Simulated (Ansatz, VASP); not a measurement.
## Si2C: VASP beside Ansatz

```xyz
6
Lattice="2.7515 0.0000 0.0000 -1.3758 2.3829 0.0000 0.0000 0.0000 10.7023" Properties=species:S:1:pos:R:3 pbc="T T T"
Si    0.0000    1.5886    6.7157
Si    1.3758    0.7943    1.3645
Si    0.0000    1.5886    9.3378
Si    1.3758    0.7943    3.9866
C     0.0000    1.5886    2.6756
C     1.3758    0.7943    8.0268
```

Alike in both runs: task relaxation of cell and atoms; functional PBE; k mesh 6 × 6 × 2; occupations gaussian, width 0.1 eV; no spin polarisation.

|  | VASP | Ansatz |
| --- | --- | --- |
| version | VASP 6.6.1 | Ansatz 0.2.0 |
| potentials or method | VASP PAW PBE potentials, release 64 (Si, C) | scalar-relativistic, plane waves, PAW |
| plane-wave cutoff (eV) | 600 | 420 |
| valence electrons in the cell | 24 | 24 |

VASP gave:

- gap on the k mesh at the Fermi level, each at its own relaxed structure (eV): none
- relaxed volume (Å³/atom): 10.95
- relaxed cell length with the largest relative difference (Å): 2.933
- energy change over the relaxation (meV/atom): -270

Problem. Which values does Ansatz return?

Solution. gap on the k mesh at the Fermi level, each at its own relaxed structure (eV): none; relaxed volume (Å³/atom): 10.94; relaxed cell length with the largest relative difference (Å): 2.931; energy change over the relaxation (meV/atom): -268.

A gap of «none» marks a metal or a gap that the smearing closes.

Caveats: the k mesh is coarse (spacing up to 0.44 Å⁻¹), so the values aren't converged.
